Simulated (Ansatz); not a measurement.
HfO2 (started from an entry of an open crystallographic database) was put through Ansatz (plane waves). Cell and atoms come from a relaxation with r2SCAN.

Structure:
```xyz
3
Lattice="0.0000 2.5292 2.5292 2.5292 0.0000 2.5292 2.5292 2.5292 0.0000" Properties=species:S:1:pos:R:3 pbc="T T T"
Hf    0.0000    0.0000    0.0000
O     1.2646    1.2646    1.2646
O     3.7938    3.7938    3.7938
```

Abridged output:
```
Crystal: 3 atoms, lattice volume = 32.357 Å³
Basis set: ecut = 500 eV, 869 PW (Γ)
Bands: 23, of which v1, the nominal top of the filled ones, is band 19 counted from 1 (18 counted from 0)
Symmetry: 48 space group operations
Space group: Fm-3m (ITA 225)
k-points: 16 of 216
preconditioner: auto → none  [insulator: Δε(μ)=4.468 eV  ℏωp=39.2 eV]
SCF 1 converged in 7 iterations: F = -16876.190581 eV  dr2 = 3.66e-8
Free energy (F): -16876.190581 eV
Fermi energy:    15.835252 eV
--- Per-component energies (eV) ---
  E_band       = 30.844980
  E_kinetic    = 774.942982
  E_local      = -5718.032200
  E_nonlocal   = -1152.541545
  E_hartree    = 2626.691369
  E_xc         = -431.126953
  E_vxc        = -505.355000
  E_paw        = -7271.105674
  E_vpaw       = 1350.907289
  E_vtau       = 27.533940
  E_ewald      = -5705.278325
  E_core_change = 0.257640
--- Band table (eV; the first three rows and the last of 16) ---
  k-point 0: bands = […, 10.3072, 10.3072, 10.3072, 15.1871, 15.1871, 15.1871, 20.2557, 20.2557, 22.3050, 26.9490]
  k-point 1: bands = […, 10.5785, 10.5785, 11.0491, 14.4463, 14.7353, 14.7353, 20.6931, 20.6931, 23.2159, 25.8942]
  k-point 2: bands = […, 11.1279, 11.1279, 12.4205, 13.2512, 14.1142, 14.1142, 21.0466, 21.0466, 23.2419, 25.9650]
  k-point 15: bands = […, 9.8369, 11.3195, 12.6893, 13.6733, 14.3285, 15.6725, 20.7956, 21.7257, 23.2616, 23.9218]
--- G₀W₀: contour deformation, 6 samples at zero and on the imaginary axis and 2 off it, 216 q-points, 177 empty bands' worth ---
    ik  band        ε_KS         Σx   Σc(E_QP)       V_xc       Z   E_QP_lin       E_QP  E_QP is
     0    18     15.1871   -27.0161     4.2507   -22.2528  0.7814    14.6720    14.6744  root
     0    19     15.1871   -27.0161     4.2507   -22.2528  0.7814    14.6720    14.6744  root
     0    20     20.2557   -11.1023    -5.0779   -16.9465  0.8269    21.0269    21.0221  root
     0    21     20.2557   -11.1023    -5.0779   -16.9465  0.8269    21.0269    21.0221  root
     1    18     14.7353   -26.2579     4.1520   -21.5502  0.7813    14.1765    14.1795  root
     1    19     14.7353   -26.2579     4.1520   -21.5502  0.7813    14.1765    14.1795  root
     1    20     20.6931   -11.9421    -5.0134   -17.7822  0.8199    21.5257    21.5197  root
     1    21     20.6931   -11.9421    -5.0134   -17.7822  0.8199    21.5257    21.5197  root
     3    18     13.9336   -26.8114     4.5308   -21.6663  0.7736    13.3148    13.3191  root
     3    19     13.9336   -26.8114     4.5308   -21.6663  0.7736    13.3148    13.3191  root
     3    20     20.9599   -11.5908    -5.2565   -17.7086  0.8195    21.8281    21.8212  root
     3    21     20.9599   -11.5908    -5.2565   -17.7086  0.8195    21.8281    21.8212  root
     4    18     15.1989   -27.0819     4.2666   -22.3162  0.7809    14.6976    14.6999  root
     4    19     15.1989   -27.0819     4.2666   -22.3162  0.7809    14.6976    14.6999  root
     4    20     20.6026   -11.2017    -5.2232   -17.2273  0.8232    21.4108    21.4051  root
     4    21     20.8176   -12.1454    -4.9597   -17.9399  0.8182    21.6584    21.6523  root
     5    18     14.6721   -26.4303     4.2454   -21.6433  0.7792    14.1276    14.1305  root
     5    19     14.7933   -26.7909     4.2994   -21.9597  0.7792    14.2586    14.2614  root
     5    20     21.0168   -11.5238    -5.3373   -17.7167  0.8181    21.8795    21.8725  root
     5    21     21.0364   -12.3368    -4.8945   -18.0866  0.8150    21.8981    21.8916  root
     8    18     13.7522   -25.2614     4.1657   -20.4515  0.7776    13.1034    13.1081  root
     8    19     15.2073   -27.1000     4.2711   -22.3385  0.7806    14.7146    14.7168  root
     8    20     20.7236   -11.4537    -5.1451   -17.4200  0.8215    21.5508    21.5448  root
     8    21     21.2743   -12.8045    -5.0056   -18.7129  0.8108    22.1848    22.1770  root
     9    18     14.8236   -26.7317     4.2774   -21.9434  0.7789    14.3102    14.3128  root
     9    19     14.8236   -26.7317     4.2774   -21.9434  0.7789    14.3102    14.3128  root
     9    20     20.5935   -11.5021    -4.7889   -17.0674  0.8213    21.3749    21.3700  root
     9    21     21.4043   -11.5018    -5.5757   -17.9654  0.8133    22.3005    22.2922  root
    10    18     14.4120   -26.1940     4.2581   -21.3973  0.7772    13.8705    13.8735  root
    10    19     15.2236   -27.1070     4.1975   -22.4125  0.7818    14.7244    14.7267  root
    10    20     20.5687   -11.4864    -4.7053   -16.9613  0.8213    21.3429    21.3382  root
    10    21     21.6842   -11.7670    -5.6394   -18.3290  0.8090    22.6162    22.6068  root
    12    18     14.2180   -25.9481     4.2337   -21.1759  0.7759    13.6764    13.6795  root
    12    19     15.8353   -27.6205     4.1849   -22.9955  0.7833    15.3934    15.3951  root
    12    20     20.1382   -10.7946    -4.6591   -16.1579  0.8268    20.8461    20.8424  root
    12    21     21.8821   -11.7410    -5.8067   -18.4896  0.8059    22.8343    22.8239  root
  […]
```

The points are ik 0 = (0, 0, 0) (Γ), ik 1 = (0, 0, 1/6), ik 3 = (0, 0, -1/2), ik 4 = (0, 1/6, 1/6), ik 5 = (0, 1/6, 1/3), ik 8 = (0, 1/6, -1/6), ik 9 = (0, 1/3, 1/3), ik 10 = (0, 1/3, -1/2), ik 12 = (0, -1/2, -1/2), ik 14 = (1/6, 1/3, -1/3), ik 15 = (1/6, -1/2, -1/3); band 19 is the last filled one.

Question: Write the input file that gave this output.

Answer:
```yaml
crystal:
  # lattice and atoms as above
kpoints:
  mp_grid: { grid: [6, 6, 6] }
hamiltonian:
  xc: r2scan
scf:
  occupations: { method: fixed }
gw:
  n_empty_bands: 177
  ecut_chi: 180
  qp_bands: [v2, c2]
  qp_kpoints: band_edges
  screening: { model: contour_deformation }
```
The term E_vtau belongs to a meta-GGA, which reads the kinetic-energy density. The quasiparticle table needs the gw block. The lines shown narrow the functional down without fixing it; this is the one that was run. Not every key shows in the log; this is the file that was used.

It took 36 s on 1 × NVIDIA H100 80GB HBM3 with 2 threads of AMD EPYC 7R13 Processor (Zen 3) (shared host), load about 1.8 per core; peak host memory 1.3 GiB.

Spin-unpolarised throughout; all numbers are computed.

No spin-orbit coupling is included; it can move band edges with weight on the heavy atoms by tenths of an eV.
